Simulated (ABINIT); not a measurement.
Crystal: PbF2 (Fluorocronite).

```
CELL_PARAMETERS angstrom
0.00000 2.96366 2.96366
2.96366 0.00000 2.96366
2.96366 2.96366 0.00000
ATOMIC_POSITIONS crystal
Pb 0.00000 0.00000 0.00000
F 0.75000 0.75000 0.75000
F 0.25000 0.25000 0.25000
```

Base run:

```yaml
Program: ABINIT 10.8.3 (patched build)
Functional: PBE
Potentials_or_basis: JTH PAW PBE v2.0
Cutoff: 626 eV
k_mesh: 8 × 8 × 8
Occupations: fermi-dirac, width 0.05 eV
Spin: no spin polarisation
```

Its results: band gap on the k mesh 4.42 eV, indirect (least direct gap 4.56 eV); pressure 2.5 GPa.

**Question.** The run is repeated on the same cell with these changes: functional from PBE to PBEsol; potentials or basis from JTH PAW PBE v2.0 to PseudoDojo NC SR PBEsol v0.4.1 standard; cutoff from 626 eV to 1143 eV. What comes out?

**Answer.** Band gap on the k mesh 4.32 eV, indirect (least direct gap 4.47 eV); pressure -1.0 GPa.

Caveats: spin-orbit coupling is left out, which as a rule narrows the gap of such compounds by several tenths of an eV.
